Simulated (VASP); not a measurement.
# Interstitial C in a supercell of Al, part 2 of 3

Wanted: what interstitial C costs in Al and how the lattice relaxes round it.

VASP 6.6.1, plane waves and PAW; the level of theory is named at each step.

So far. Step 2 (Relaxing the host crystal): The run ended after 2 ionic steps, 0.003 eV below its first step, once forces and stress met EDIFFG = -0.02. Step 3 (The perfect supercell): The host is treated as a metal, as its relaxation found a gap under 0.3 eV or none, and only the neutral defect is run.

### 4. Reference C

This step: PBEsol; plane waves and PAW (C) (VASP 6.6.1).

System of this step: C. It takes space group Fd-3m (No. 227, cubic). The conventional cell has a = 3.570 Å, b = 3.570 Å, c = 3.570 Å, α = 90.00°, β = 90.00°, γ = 90.00°. Nearest to C lie 4 C at 1.55 Å.

The reference for C is its crystal, relaxed at the cutoff of the large cell.

The input, INCAR:

```
SYSTEM = C
PREC = Normal
ENCUT = 400
EDIFF = 1E-05
NELM = 120
ISMEAR = 0
SIGMA = 0.1
LREAL = Auto
ALGO = Fast
GGA = PS
NBANDS = 10
LORBIT = 11
LWAVE = .FALSE.
LCHARG = .FALSE.
KPAR = 4
LASPH = .TRUE.
IBRION = 2
NSW = 25
ISIF = 3
EDIFFG = -0.02
POTIM = 0.4
```

The input, POSCAR:

```
C
1.0
    0.0000000000      1.7850000000      1.7850000000
    1.7850000000      0.0000000000      1.7850000000
    1.7850000000      1.7850000000      0.0000000000
C
2
Direct
    0.0000000000      0.0000000000      0.0000000000
    0.2500000000      0.2500000000      0.2500000000
```

The input, KPOINTS:

```
Automatic mesh
0
Gamma
13 13 13
0 0 0
```

PAW data sets: C (PBE family, release 64).

The run is started by

```sh
> mpirun -np 4 vasp_std
```

What it wrote:

```text
[banner, memory and clock lines left out]
running    4 mpi-ranks, on    1 nodes
 distrk:  each k-point on    1 cores,    4 groups
 distr:  one band on    1 cores,    1 groups

 POSCAR found type information on POSCAR C
 POSCAR found :  1 types and       2 ions
|                                                                             |
|               ----> ADVICE to this user running VASP <----                  |
|                                                                             |
|     You have a (more or less) 'small supercell' and for smaller cells       |
|     it is recommended to use the reciprocal-space projection scheme!        |
|     The real-space optimization is not efficient for small cells and it     |
|     is also less accurate ...                                               |
|     Therefore, set LREAL=.FALSE. in the INCAR file.                         |
|                                                                             |

 [... a notice as in an earlier step ...]

 LDA part: xc-table for (Slater+PW92), standard interpolation
 POSCAR, INCAR and KPOINTS ok, starting setup
 FFT: planning ... GRIDC
 FFT: planning ... GRID_SOFT
 FFT: planning ... GRID
 WAVECAR not read
 entering main loop
       N       E                     dE             d eps       ncg     rms          rms(c)
DAV:   1    -0.443189789707E+01   -0.44319E+01   -0.41853E+03  1754   0.636E+02
DAV:   2    -0.196317558377E+02   -0.15200E+02   -0.14511E+02  2296   0.107E+02
DAV:   3    -0.199059194077E+02   -0.27416E+00   -0.27373E+00  1984   0.113E+01
DAV:   4    -0.199063794862E+02   -0.46008E-03   -0.46006E-03  1818   0.543E-01
DAV:   5    -0.199063799242E+02   -0.43798E-06   -0.43800E-06  1912   0.162E-02    0.562E+00
RMM:   6    -0.194256565575E+02    0.48072E+00   -0.17913E-01  1680   0.309E+00    0.332E+00
RMM:   7    -0.192567879253E+02    0.16887E+00   -0.25611E-01  1680   0.388E+00    0.685E-01
RMM:   8    -0.192575596370E+02   -0.77171E-03   -0.77494E-03  1680   0.902E-01    0.602E-02
RMM:   9    -0.192576196239E+02   -0.59987E-04   -0.60963E-04  1674   0.234E-01    0.245E-02
RMM:  10    -0.192576291606E+02   -0.95367E-05   -0.63049E-05  1651   0.654E-02
   1 F= -.19257629E+02 E0= -.19257629E+02  d E =-.192576E+02
 curvature:   0.00 expect dE= 0.000E+00 dE for cont linesearch  0.000E+00
 trial: gam= 0.00000 g(F)=  0.432E-44 g(S)=  0.258E-01 ort = 0.000E+00 (trialstep = 0.100E+01)
 search vector abs. value=  0.258E-01
 bond charge predicted
       N       E                     dE             d eps       ncg     rms          rms(c)
DAV:   1    -0.192651555931E+02   -0.75360E-02   -0.40444E-01  1862   0.552E+00    0.588E-01
RMM:   2    -0.192603214299E+02    0.48342E-02   -0.40645E-03  1680   0.564E-01    0.324E-01
RMM:   3    -0.192583616648E+02    0.19598E-02   -0.24195E-03  1680   0.386E-01    0.334E-02
RMM:   4    -0.192583660542E+02   -0.43894E-05   -0.97465E-05  1669   0.105E-01
   2 F= -.19258366E+02 E0= -.19258366E+02  d E =-.736894E-03
 trial-energy change:   -0.000737  1 .order   -0.000151   -0.025811    0.025509
 step:   0.5200(harm=  0.5029)  dis= 0.00000  next Energy=   -19.264423 (dE=-0.679E-02)
 bond charge predicted
       N       E                     dE             d eps       ncg     rms          rms(c)
DAV:   1    -0.192659892313E+02   -0.76276E-02   -0.91460E-02  1790   0.260E+00    0.280E-01
RMM:   2    -0.192649071294E+02    0.10821E-02   -0.89370E-04  1680   0.262E-01    0.155E-01
RMM:   3    -0.192644698939E+02    0.43724E-03   -0.54436E-04  1680   0.182E-01    0.137E-02
RMM:   4    -0.192644702260E+02   -0.33216E-06   -0.22079E-05  1508   0.499E-02
   3 F= -.19264470E+02 E0= -.19264470E+02  d E =-.684107E-02
 curvature:  -0.25 expect dE=-0.827E-07 dE for cont linesearch -0.827E-07
 trial: gam=-0.00356 g(F)=  0.229E-44 g(S)=  0.329E-06 ort = 0.922E-04 (trialstep = 0.904E+00)
 search vector abs. value=  0.104E-09
 reached required accuracy - stopping structural energy minimisation
```

Run time: 3.6 s. Hardware: 4 MPI ranks of Intel Xeon Platinum 8488C (Sapphire Rapids), shared host; peak memory 0.4 GiB; 12 s of CPU time.

Parts of OUTCAR (step 4):

```text
  LATTYP: Found a face centered cubic cell.
 ALAT       =     3.5700000000

 Subroutine GETGRP returns: Found 48 space group operations
 (whereof 24 operations were pure point group operations)

The static configuration has the point symmetry T_d .
 The point group associated with its full space group is O_h .

 Found     84 irreducible k-points:

   k-points           NKPTS =     84   k-points in BZ     NKDIM =     84   number of bands    NBANDS=     10

   dimension x,y,z NGX =    12 NGY =   12 NGZ =   12
   dimension x,y,z NGXF=    24 NGYF=   24 NGZF=   24

   ENCUT  =  400.0 eV  29.40 Ry    5.42 a.u.   4.12  4.12  4.12*2*pi/ulx,y,z

   NELECT =       8.0000    total number of electrons

 E-fermi :  10.4670

 k-point     1 :       0.0000    0.0000    0.0000
  band No.  band energies     occupation
      1     -11.7974      2.00000
      2       9.9826      2.00000
      3       9.9837      2.00000
      4       9.9837      2.00000
      5      15.5671      0.00000
      6      15.5689      0.00000
      7      15.5689      0.00000
      8      23.7255      0.00000
      9      29.1484      0.00000
    ...

 k-point     2 :       0.0769    0.0000    0.0000
  band No.  band energies     occupation
      1     -11.6311      2.00000
      2       8.8889      2.00000
      3       9.6931      2.00000
      4       9.6941      2.00000
      5      15.9442      0.00000
      6      15.9458      0.00000
      7      16.2124      0.00000
      8      23.8522      0.00000
      9      29.4344      0.00000
    ...

  Total       -0.0023845     -0.0023845     -0.0023845      0.0000000     -0.0000000     -0.0000000
  in kB       -0.3427099     -0.3427099     -0.3427099      0.0000000     -0.0000000     -0.0000000
  external PRESSURE =      -0.3427099 kB  Pullay stress =       0.0000000 kB

  energy-cutoff  :      400.00
  volume of cell :       11.15
      direct lattice vectors                 reciprocal lattice vectors
    -0.000000000  1.773039195  1.773039195    -0.282001662  0.282001662  0.282001662
     1.773039195 -0.000000000  1.773039195     0.282001662 -0.282001662  0.282001662
     1.773039195  1.773039195  0.000000000     0.282001662  0.282001662 -0.282001662

 POSITION                                       TOTAL-FORCE (eV/Angst)
 -----------------------------------------------------------------------------------
      0.00000      0.00000      0.00000         0.000000     -0.000000      0.000000
      0.88652      0.88652      0.88652        -0.000000      0.000000     -0.000000
 -----------------------------------------------------------------------------------
    total drift:                                0.000000      0.000000      0.000000

  FREE ENERGIE OF THE ION-ELECTRON SYSTEM (eV)
  ---------------------------------------------------
  free  energy   TOTEN  =       -19.2644702260 eV

  energy  without entropy=      -19.2644702260  energy(sigma->0) =      -19.26447023

 total charge
# of ion       s       p       d       tot
------------------------------------------
    1        0.830   1.765   0.000   2.595
    2        0.830   1.765   0.000   2.595
--------------------------------------------------
tot          1.660   3.530   0.000   5.189

[... 1 part as in an earlier step ...]

[... 7 further parts left out ...]
```

The gap is read on the k-mesh alone, so it is an upper bound where the band edges lie off the mesh.

Step by step:

```csv
step,energy less that of the first step (eV),largest force (eV/Å),pressure (GPa),volume (Å³)
1,0.0000,0.0000,-9.41,11.37
2,-0.0007,0.0000,9.66,10.94
3,-0.0068,0.0000,-0.03,11.15
```

```csv
"conventional cell, symmetrised",before,after,change
a (Å),3.570,3.546,-0.7 %
b (Å),3.570,3.546,-0.7 %
c (Å),3.570,3.546,-0.7 %
volume (Å³/atom),5.69,5.57,-2.0 %
```

The relaxed structure:

```xyz
2
Lattice="0.0000 1.7730 1.7730 1.7730 0.0000 1.7730 1.7730 1.7730 0.0000" Properties=species:S:1:pos:R:3 pbc="T T T"
C     0.0000    0.0000    0.0000
C     0.8865    0.8865    0.8865
```

Numbers from this step:

```yaml
electronic_cycles: 18
electrons: 8
free_energy_toten: -19.26 eV
fermi_energy: 10.47 eV
labelled_metallic_from_the_levels_on_this_mesh: no
gap_on_the_k_mesh: 4.030 eV
least_direct_gap_on_the_k_mesh: 5.583 eV
```

The run ended after 3 ionic steps, 0.007 eV below its first step, once forces and stress met EDIFFG = -0.02.

Energy at zero smearing: -19.26447 eV.

(Continued in part 3 of 3.)

[Lines on the potential files, build, host, timing and source positions are cut from VASP's logs without a mark.]

[Logs are printed without paths, hosts, clocks, repeated set-up lines and the standing remarks that a program may print on its own settings, such as how far it seeks lower states.]

[Hosts, paths, dates, database ids (printed as entryN), source tags and the programs' standing remarks are cut or masked in the printed files.]

[In band tables of VASP the shares of atoms and orbitals are scaled to a sum of 1 inside the atoms' spheres.]

[Runs that stopped without an error message from VASP are left out.]
